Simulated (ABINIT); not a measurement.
The system is WC (Qusongite).

```
CELL_PARAMETERS angstrom
2.90650 0.00000 0.00000
-1.45325 2.51710 0.00000
0.00000 0.00000 2.83660
ATOMIC_POSITIONS crystal
W 0.00000 0.00000 0.00000
C 0.66667 0.33333 0.50000
```

Base run:

| Item | Value |
| --- | --- |
| Program | ABINIT 10.8.3 (patched build) |
| Functional | RPBE |
| Potentials or basis | JTH PAW PBE v2.0 |
| Cutoff | 517 eV |
| k mesh | 10 × 10 × 9 |
| Occupations | fermi-dirac, width 0.05 eV |
| Spin | spin-orbit coupling, no magnetisation |

Its results: band gap on the k mesh none (metal or under the smearing width); pressure 11.2 GPa.

Task: The run is repeated on the same cell with these changes: functional from RPBE to PW91. What comes out?

Result: Band gap on the k mesh none (metal or under the smearing width); pressure 7.3 GPa.

PW91 binds more tightly than RPBE, so the same cell stands under less pressure.

Caveats: the PAW data sets were made with another functional, which shifts forces and pressure a little.
